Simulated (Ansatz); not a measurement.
What a change of settings does to a run on C

The geometry is COD entry 9000046, unchecked; take it as a test cell. The listed cell was then made from it by scaling, straining or moving an atom.

First run: DFT, PBE, all-electron LAPW, scalar-relativistic (Ansatz 0.2.0).

Command: `ansatz run input.yaml --threads 1 --pin off --max-ram 2048MiB --backend cpu --events-out ev --progress --plain --runs-dir out` The run took 2.2 min on 1 thread of Intel(R) Xeon(R) 6975P-C (Granite Rapids), with other jobs on the host.

```yaml
crystal:
  lattice:
    - [0.0, 2.127, 3.348]
    - [1.228, 0.0, 3.348]
    - [1.228, 2.127, 0.0]
  atoms:
    - { symbol: C, position: [0.26083375, 0.78278763, 0.19484055] }
    - { symbol: C, position: [0.79269087, 0.20625065, 0.85713603] }
kpoints:
  mp_grid: { grid: [11, 11, 11] }
scf:
  occupations: { method: fermi_dirac, width: 0.05 }
hamiltonian:
  xc: pbe
  pseudopotentials: { kind: all_electron, lapw: { basis_error: 0.001 } }
output:
  forces: true
  stress: true
relax:
  f_tol: 0.01
  max_steps: 80
```

Result: converged; relaxed volume 8.745 Å³/atom; 20 SCF iterations in all.

The input is then changed:

```diff
@@ -10,5 +10,7 @@
   mp_grid: { grid: [11, 11, 11] }
 scf:
-  occupations: { method: fermi_dirac, width: 0.05 }
+  occupations: { method: tetrahedron }
+  mixing: { algorithm: broyden, beta: 0.1, ndim: 16 }
+  algorithm: direct_min
 hamiltonian:
   xc: pbe
```

What does the second run give?

It was refused before any iteration. The program says:
```
Error: inconsistent input (scf.algorithm, scf.occupations.method): direct minimisation with tetrahedron occupations — the free energy that is minimised is that of smeared or fixed occupations, and a tetrahedron fill has neither; use a smearing scheme or fixed occupations, or the default algorithm without scf.convergence.dm_fallback
```
